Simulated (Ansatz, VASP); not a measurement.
**Two plane-wave programs on C**

The input INCAR:

```
SYSTEM = C
PREC = Accurate
ENCUT = 520
EDIFF = 1E-7
ISMEAR = 0
SIGMA = 0.1
LREAL = .False.
LASPH = .True.
NELM = 60
ALGO = Normal
ISIF = 2
LWAVE = .False.
LCHARG = .False.
GGA = PE
NBANDS = 8
```

The input KPOINTS:

```
regular mesh
0
Gamma
  20 20 20
  0 0 0
```

The input POSCAR:

```
C
1.0
   -1.4092109454      1.4092109454      1.4092109454
    1.4092109454     -1.4092109454      1.4092109454
    1.4092109454      1.4092109454     -1.4092109454
C
1
Direct
    0.0000000000      0.0000000000      0.0000000000
```

Input for Ansatz:

```yaml
crystal:
  lattice:
    - [-1.4092109454, 1.4092109454, 1.4092109454]
    - [1.4092109454, -1.4092109454, 1.4092109454]
    - [1.4092109454, 1.4092109454, -1.4092109454]
  atoms:
    - { symbol: C, position: [0.0, 0.0, 0.0] }
basis:
  ecutwfc: 420
kpoints:
  mp_grid: { grid: [20, 20, 20] }
hamiltonian:
  xc: pbe
scf:
  occupations: { method: gaussian, width: 0.1 }
output:
  forces: true
  stress: true
  eigenvalues: true
```

Alike in both runs: task single point; functional PBE; k mesh 20 × 20 × 20; occupations gaussian, width 0.1 eV; no spin polarisation.

```csv
,VASP,Ansatz
version,VASP 6.6.1,Ansatz 0.2.0
potentials or method,"VASP PAW PBE potentials, release 64 (C)","scalar-relativistic, plane waves, PAW"
plane-wave cutoff (eV),520,420
valence electrons in the cell,4,4
```

```tsv
	VASP	Ansatz	Ansatz less VASP
gap on the k mesh at the Fermi level (eV)	none	none	-
pressure (GPa)	-31.2	-31.2	+0.02
```

A gap of «none» marks a metal or a gap that the smearing closes. With one functional, cell and mesh, what is left measures potentials, basis and numerics.

Caveats: the cell as given lies far from equilibrium; so large a pressure means that the cell lies far from this level's equilibrium, or that cutoff or potentials fall short (VASP).
